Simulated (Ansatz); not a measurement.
SiNi3:

```
Ni Si
1.0
     3.54200    0.00000    0.00000
     0.00000    3.54200    0.00000
     0.00000    0.00000    3.54200
Ni Si
3 1
Direct
  0.50000 0.50000 0.00000
  0.50000 0.00000 0.50000
  0.00000 0.50000 0.50000
  0.00000 0.00000 0.00000
```

Base run:

| Quantity | Value |
| --- | --- |
| Program | Ansatz 0.2.0 |
| Functional | PBEsol |
| Potentials or basis | Ansatz PAW |
| Cutoff | 420 eV (not typed: the program's choice for these potentials) |
| k mesh | 6 × 6 × 6 |
| Occupations | fermi-dirac, width 0.05 eV |
| Spin | collinear spin, ferromagnetic start |
| Starting moments | [1.5, 1.5, 1.5, 0.0] μB |
| Fixed moment | 4.5 μB |

Its results: pressure 4.1 GPa; site moments Ni +1.25; Si +0.37 μB.

Q: After a change of settings the same cell gave: pressure -1.2 GPa; site moments Ni +1.09; Si +0.27 μB. Which change was it?
A. fixed moment from 4.5 μB to 2.2 μB; moments at the start from [1.5, 1.5, 1.5, 0.0] to [0.73, 0.73, 0.73, 0.0]
B. fixed moment from 4.5 μB to 0.8 μB; moments at the start from [1.5, 1.5, 1.5, 0.0] to [0.27, 0.27, 0.27, 0.0]
C. fixed moment from 4.5 μB to 3.8 μB; moments at the start from [1.5, 1.5, 1.5, 0.0] to [1.27, 1.27, 1.27, 0.0]
D. fixed moment from 4.5 μB to 3 μB; moments at the start from [1.5, 1.5, 1.5, 0.0] to [1.0, 1.0, 1.0, 0.0]

A: C.

Caveats: the total moment is fixed, so each spin has its own Fermi level; the PAW data sets come from PBE, with cores solved anew for the run's functional, which leaves a small shift of forces and pressure; the thresholds are loose for stress.
